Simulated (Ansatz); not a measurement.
All numbers below come from DFT PBE, scalar-relativistic, plane waves, PAW (Ansatz 0.2.0). All cells share a 420 eV cutoff and Γ-centred k meshes spaced at most about 0.3 Å⁻¹ (about 0.25 or finer for metals, 2π included). No spin polarisation.

Temperature and zero-point effects are left out.

Question: Which of these relaxed structures of Al4P is the lowest in energy?
A.

```
Al P
1.0
     0.00000    4.57403    4.57403
     4.57403    0.00000    4.57403
     4.57403    4.57403    0.00000
Al P
4 1
Direct
  0.85068 0.44796 0.85068
  0.85068 0.85068 0.44796
  0.85068 0.85068 0.85068
  0.44796 0.85068 0.85068
  0.00000 0.00000 0.00000
```

B.

```
Al P
1.0
    -2.51425    2.51425    3.71295
     2.51425   -2.51425    3.71295
     2.51425    2.51425   -3.71295
Al P
4 1
Direct
  0.32088 0.32088 0.00000
  0.67912 0.67912 0.00000
  0.50000 0.00000 0.50000
  0.00000 0.50000 0.50000
  0.00000 0.00000 0.00000
```

C.

```
Al P
1.0
    -1.79183    1.79183    7.04201
     1.79183   -1.79183    7.04201
     1.79183    1.79183   -7.04201
Al P
4 1
Direct
  0.75000 0.25000 0.50000
  0.59251 0.59251 0.00000
  0.40749 0.40749 0.00000
  0.25000 0.75000 0.50000
  0.00000 0.00000 0.00000
```

Answer: B. The next of these, C, lies 111 meV/atom higher. Forms: B I4/mmm; C I4/mmm; A F-43m. Counting Al atoms around P (those within 1.25 times the shortest such distance or 1.15 times the sum of covalent radii, 1.27 where that leaves under three; the shortest distance is added where it exceeds 1.18 times the sum of covalent radii): B has P 6; C has P 8 from 2.8 Å; A has P 4. All come from invented guesses. Even the lowest of the cells shown lies +0.16 eV/atom against the elements.

Cells relaxed within their symmetry can be saddle points. Some structure types and database cells were kept out of the candidates from the start, so a known form may be missing.
